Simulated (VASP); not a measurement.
A run of VASP 6.6.1 is set up as follows.

Contents of INCAR:

```
PREC     = Accurate       # precision mode
ENCUT    = 520            # plane-wave cutoff, eV
EDIFF    = 1E-7           # SCF threshold, eV
ISMEAR   = -1             # smearing method
SIGMA    = 0.05           # smearing width, eV
LREAL    = F              # projectors in reciprocal space
LASPH    = T              # aspherical terms in the spheres
NELM     = 100            # most SCF steps
ALGO     = Fast           # electronic algorithm
ISIF     = 2              # what is computed and relaxed
LWAVE    = F              # write WAVECAR
LCHARG   = T              # write CHGCAR
GGA      = PE             # functional
LELF     = T              # ELF
LVHAR    = T            
NBANDS   = 12             # bands
```

File KPOINTS:

```
regular mesh
0
Gamma
  7 7 7
```

File POSCAR:

```
N
1.0
    2.5194737886      0.0000000000      0.0000000000
   -1.2597368943      2.1819283051      0.0000000000
    0.0000000000      0.0000000000      2.4460020000
N
2
Direct
    0.2758340000      0.6384580000      0.6947660000
    0.6694980000      0.3726370000      0.2660840000
```

Potentials or basis: VASP PAW PBE potentials, release 64 (N).

The run is started by

```bash
$ cat potpaw_PBE.64/N/POTCAR > POTCAR
$ mpirun -np 1 vasp_std > vasp.out
```

(1) Estimate the band gap on the k mesh.

(2) Predict the largest force.

Results:

(1) none (metal or under the smearing width).

(2) 5.042 eV/Å.

Caveat: the k mesh is coarse (spacing up to 0.41 Å⁻¹), so the values aren't converged; forces of over 1 eV/Å show positions far from the minimum, so gaps and moduli don't describe the material at rest.
